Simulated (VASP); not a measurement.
Mo:

```
CELL_PARAMETERS angstrom
-1.57342 1.57342 1.57342
1.57342 -1.57342 1.57342
1.57342 1.57342 -1.57342
ATOMIC_POSITIONS crystal
Mo 0.00000 0.00000 0.00000
```

```yaml
Program: VASP 6.6.1
Task: relaxation of cell and atoms
Functional: PBE
Potentials_or_basis: VASP PAW PBE potentials, release 64 (Mo_sv)
Cutoff: 520 eV
k_mesh: 12 × 12 × 12
Occupations: gaussian, width 0.1 eV
Spin: no spin polarisation
```

At the start: pressure 3.9 GPa; volume 15.58 Å³/atom.

Question: How do energy, volume and symmetry change on relaxing?

Answer: Over 16 steps the energy falls by 2.7 meV/atom and the volume is 15.81 Å³/atom (+1.5 %); space group Im-3m (No. 229, to 0.05 Å).

Step by step:
| step | energy change (eV) | largest force (eV/Å) | pressure (GPa) | volume (Å³) |
| --- | --- | --- | --- | --- |
| 1 | 0.0000 | 0.0000 | 3.92 | 15.58 |
| 2 | 0.0174 | 0.0000 | -9.62 | 16.46 |
| 3 | -0.0027 | 0.0000 | -0.05 | 15.81 |
| 4 | -0.0027 | 0.0000 | 0.02 | 15.81 |
| 5 | -0.0027 | 0.0000 | 0.02 | 15.81 |
| 6 | -0.0027 | 0.0000 | 0.03 | 15.81 |
| 7 | -0.0027 | 0.0000 | 0.02 | 15.81 |
| 8 | -0.0027 | 0.0000 | 0.02 | 15.81 |
| 9 | -0.0027 | 0.0000 | 0.02 | 15.81 |
| 10 | -0.0027 | 0.0000 | 0.02 | 15.81 |
| 11 | -0.0027 | 0.0000 | 0.02 | 15.81 |
| 12 | -0.0027 | 0.0000 | 0.02 | 15.81 |
| 13 | -0.0027 | 0.0000 | 0.02 | 15.81 |
| 14 | -0.0027 | 0.0000 | 0.03 | 15.81 |
| 15 | -0.0027 | 0.0000 | 0.04 | 15.81 |
| 16 | -0.0027 | 0.0000 | 0.00 | 15.81 |

Final structure:
```yaml
crystal:
  lattice:
    - [-1.58106, 1.58106, 1.58106]
    - [1.58106, -1.58106, 1.58106]
    - [1.58106, 1.58106, -1.58106]
  atoms:
    - { symbol: Mo, position: [0.00000, 0.00000, 0.00000] }
```
